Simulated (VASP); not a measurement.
Output of a VASP run:

OSZICAR:
```
       N       E                     dE             d eps       ncg     rms          rms(c)
DAV:   1     0.282882410397E+03    0.28288E+03   -0.14390E+04   888   0.244E+03
DAV:   2     0.136730586108E+02   -0.26921E+03   -0.24540E+03   988   0.390E+02
DAV:   3    -0.787398181428E+02   -0.92413E+02   -0.90751E+02  1232   0.193E+02
DAV:   4    -0.860881315425E+02   -0.73483E+01   -0.73111E+01  1232   0.639E+01
DAV:   5    -0.866399761331E+02   -0.55184E+00   -0.55141E+00  1264   0.159E+01    0.124E+01
DAV:   6    -0.721140187223E+02    0.14526E+02   -0.16411E+01  1200   0.269E+01    0.475E+00
DAV:   7    -0.722340656536E+02   -0.12005E+00   -0.18592E+00  1240   0.154E+01    0.270E+00
DAV:   8    -0.754843767156E+02   -0.32503E+01   -0.16072E+00  1180   0.142E+01    0.112E+00
DAV:   9    -0.725841856704E+02    0.29002E+01   -0.91107E-01  1072   0.947E+00    0.248E-01
DAV:  10    -0.726828073018E+02   -0.98622E-01   -0.11948E-01  1400   0.337E+00    0.270E-01
DAV:  11    -0.726748490776E+02    0.79582E-02   -0.18345E-02  1032   0.150E+00    0.139E-01
DAV:  12    -0.726785587288E+02   -0.37097E-02   -0.21988E-02  1224   0.178E+00    0.550E-02
DAV:  13    -0.726860488429E+02   -0.74901E-02   -0.35122E-03  1128   0.636E-01    0.322E-02
DAV:  14    -0.726872196156E+02   -0.11708E-02   -0.59604E-04  1352   0.280E-01    0.210E-02
DAV:  15    -0.726870427060E+02    0.17691E-03   -0.39874E-04  1160   0.172E-01    0.293E-02
DAV:  16    -0.726872509681E+02   -0.20826E-03   -0.28677E-04  1128   0.153E-01    0.360E-03
DAV:  17    -0.726872526957E+02   -0.17276E-05   -0.13273E-05  1480   0.388E-02    0.378E-03
DAV:  18    -0.726872533375E+02   -0.64182E-06   -0.31153E-06  1248   0.153E-02    0.928E-04
DAV:  19    -0.726872537549E+02   -0.41747E-06   -0.55477E-07  1152   0.911E-03    0.887E-04
DAV:  20    -0.726872535027E+02    0.25221E-06   -0.17414E-07   704   0.522E-03    0.442E-04
DAV:  21    -0.726872535636E+02   -0.60890E-07   -0.36606E-08   628   0.424E-03
   1 F= -.72687254E+02 E0= -.72687254E+02  d E =0.000000E+00
       N       E                     dE             ncg
       N       E                     dE             ncg
       N       E                     dE             ncg
```

File OUTCAR:
```
------------------------ aborting loop because EDIFF is reached ----------------------------------------
  FORCE on cell =-STRESS in cart. coord.  units (eV):
  Direction    XX          YY          ZZ          XY          YZ          ZX
  --------------------------------------------------------------------------------------
  Total        0.0153238      0.0153238      0.0153238      0.0000000      0.0000000     -0.0000000
  in kB        0.4533413      0.4533413      0.4533413      0.0000000      0.0000000     -0.0000000
  external PRESSURE =       0.4533413 kB  Pullay stress =       0.0000000 kB
  volume of cell :       54.16
      direct lattice vectors                 reciprocal lattice vectors
     3.783413778  0.000000000  0.000000000     0.264311561  0.000000000  0.000000000
     0.000000000  3.783413778  0.000000000     0.000000000  0.264311561  0.000000000
     0.000000000  0.000000000  3.783413778     0.000000000  0.000000000  0.264311561
 POSITION                                       TOTAL-FORCE (eV/Angst)
 -----------------------------------------------------------------------------------
      0.00000      0.00000      0.00000         0.000000      0.000000      0.000000
      1.89171      1.89171      1.89171         0.000000      0.000000      0.000000
      1.89171      0.00000      1.89171         0.000000      0.000000      0.000000
      0.00000      1.89171      1.89171         0.000000      0.000000      0.000000
      1.89171      1.89171      0.00000         0.000000      0.000000      0.000000
 -----------------------------------------------------------------------------------
    total drift:                               -0.000000     -0.000000     -0.000000
  FREE ENERGIE OF THE ION-ELECTRON SYSTEM (eV)
  ---------------------------------------------------
  free  energy   TOTEN  =       -72.6872535636 eV

  energy  without entropy=      -72.6872535636  energy(sigma->0) =      -72.68725356

 total charge

# of ion       s       p       d       f       tot
--------------------------------------------------
    1        1.982   5.741   0.514   0.193   8.430
    2        0.299   0.411   0.000   0.000   0.710
    3        1.556   3.593   0.000   0.000   5.149
    4        1.556   3.593   0.000   0.000   5.149
    5        1.556   3.593   0.000   0.000   5.149
--------------------------------------------------
tot          6.951  16.930   0.514   0.193  24.588

 Electric field gradients after diagonalization (V/A^2)
 (convention: |V_zz| > |V_xx| > |V_yy|)
----------------------------------------------------------------------
 ion       V_xx      V_yy      V_zz     asymmetry (V_yy - V_xx)/ V_zz
----------------------------------------------------------------------
   1       0.000     0.000     0.000      -0.178
   2      -0.000     0.000    -0.000      -0.829
   3      -7.632    -7.632    15.263       0.000
   4      -7.632    -7.632    15.263       0.000
   5      -7.632    -7.632    15.263       0.000
```
(Selected blocks of OUTCAR.)

### POSCAR
```
LaAlO3
1
    3.7834137779     0.0000000000    -0.0000000000
    0.0000000000     3.7834137779     0.0000000000
    0.0000000000    -0.0000000000     3.7834137779
La Al O
1 1 3
Direct
  0.0000000000   0.0000000000   0.0000000000
  0.5000000000   0.5000000000   0.5000000000
  0.5000000000   0.0000000000   0.5000000000
  0.0000000000   0.5000000000   0.5000000000
  0.5000000000   0.5000000000   0.0000000000
```

**Question.** Write an INCAR and KPOINTS that could have produced this output.

**Answer.** One answer among several that fit: the input of the run itself, r2SCAN meta-GGA, plane waves, VASP's PBE PAW potentials (set 64).

KPOINTS_OPT:
```
k-points along high-symmetry lines
10
Line-mode
Reciprocal
  0.000000   0.000000   0.000000 ! GAMMA
  0.000000   0.500000   0.000000 ! X

  0.000000   0.500000   0.000000 ! X
  0.500000   0.500000   0.000000 ! M

  0.500000   0.500000   0.000000 ! M
  0.000000   0.000000   0.000000 ! GAMMA

  0.000000   0.000000   0.000000 ! GAMMA
  0.500000   0.500000   0.500000 ! R

  0.500000   0.500000   0.500000 ! R
  0.000000   0.500000   0.000000 ! X

  0.500000   0.500000   0.500000 ! R
  0.500000   0.500000   0.000000 ! M
```

### KPOINTS
```
Automatic mesh
0
G
  7 7 7
0 0 0
```

### INCAR
```
! general
SYSTEM  = LaAlO3
PREC    = Accurate
ENCUT   = 520   ! plane-wave cut-off (eV)
LREAL   = .FALSE.   ! projection in real space or not
LASPH   = .TRUE.   ! aspherical one-centre terms

! electronic loop
EDIFF   = 1E-7
NELM    = 100
ALGO    = Normal
LMAXMIX = 6
LMIXTAU = .TRUE.

! smearing
ISMEAR  = -5   ! tetrahedra, Bloechl

! functional
METAGGA = R2SCAN

! ions
ISIF    = 2   ! forces and stress, cell fixed

! output
LWAVE   = .FALSE.
LCHARG  = .FALSE.
LORBIT  = 11   ! lm-projected
NEDOS   = 601

! other
LEFG    = .TRUE.
```

POTCAR, in this order: La Al O (PBE.64 set). Program: vasp_std.

The compound is LaAlO3 in the cubic perovskite structure, the ideal cubic form; the compound distorts at low or room temperature. It was relaxed first.
